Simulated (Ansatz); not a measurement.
Method: Ansatz, DFT PBE, scalar-relativistic, plane waves, PAW. Settings: cutoff 420 eV, Γ-centred meshes spaced at most about 0.3 Å⁻¹ (2π included), Gaussian smearing. No spin polarisation.

Temperature and zero-point effects are left out.

Two forms of Si₄Ge were relaxed alike.

A. Space group R-3m (No. 166), trigonal, a = 3.905 Å, c = 47.804 Å. Si on its first site has 4 Si at 2.37–2.38 Å; Si on its second site is surrounded by 4 Si at 2.36–2.38 Å; Si on its third site is surrounded by 1 Si at 2.36 Å and 3 Ge at 2.40 Å; around Si on its fourth site lie 4 Si at 2.37–2.38 Å; Ge has 3 Si at 2.40 Å and 1 Ge at 2.48 Å.

B. Space group R-3m (No. 166), trigonal, a = 3.905 Å, c = 47.838 Å. Si on its first site has 3 Si at 2.38 Å and 1 Ge at 2.42 Å; Si on its second site is surrounded by 4 Si at 2.37–2.38 Å; Si on its third site has 4 Si at 2.37–2.38 Å; Si on its fourth site has 4 Si at 2.37–2.38 Å; Ge is surrounded by 1 Si at 2.42 Å and 3 Ge at 2.43 Å.

Question: Which arrangement of the elements on these sites is preferred, and by what margin?

Answer: They are level within the accuracy (1 meV/atom apart, with A the lower in these runs). The two share one framework of sites and differ in which element sits where. A has Si and Ge ordered on diamond sites, space group R-3m (No. 166), 21.0 Å³/atom and a gap of 0.51 eV on its mesh; B has Si and Ge ordered on diamond sites, space group R-3m (No. 166), 21.1 Å³/atom and a gap of 0.36 eV. Counting Si atoms around Ge (those within 1.25 times the shortest such distance or 1.15 times the sum of covalent radii), A has Ge 3 and B has Ge 1. Both come from invented guesses.

Kohn–Sham gaps at this level usually fall short of measured ones.
